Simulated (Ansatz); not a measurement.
The system is TiC.

```
Ti C
1.0
     0.00000    2.16572    2.16572
     2.16572    0.00000    2.16572
     2.16572    2.16572    0.00000
Ti C
1 1
Direct
  0.00000 0.00000 0.00000
  0.50000 0.50000 0.50000
```

The cell is a database's computed one.

```yaml
Program: Ansatz 0.2.0
Task: relaxation of cell and atoms
Functional: PBE
Dispersion: D3(BJ)
Potentials_or_basis: all-electron LAPW, scalar-relativistic
Basis_error_allowed: 0.001 eV/atom
k_mesh: 11 × 11 × 11
Occupations: fermi-dirac, width 0.05 eV
Spin: no spin polarisation
```

At the start: volume 10.16 Å³/atom.

Question: Where does the relaxation end?

Answer: Over 4 steps the energy falls by 6.3 meV/atom and the volume is 9.88 Å³/atom (-2.8 %); space group Fm-3m (No. 225, to 0.05 Å).

The path:
```
step  energy change (eV)  largest force (eV/Å)  volume (Å³)
   1              0.0000                0.0000        20.32
   2             -0.0125                0.0000        19.82
   3             -0.0126                0.0000        19.75
   4             -0.0126                0.0000        19.75
```

Final structure:
```
Ti C
1.0
     0.00000    2.14546    2.14546
     2.14546    0.00000    2.14546
     2.14546    2.14546    0.00000
Ti C
1 1
Direct
  0.00000 0.00000 0.00000
  0.50000 0.50000 0.50000
```
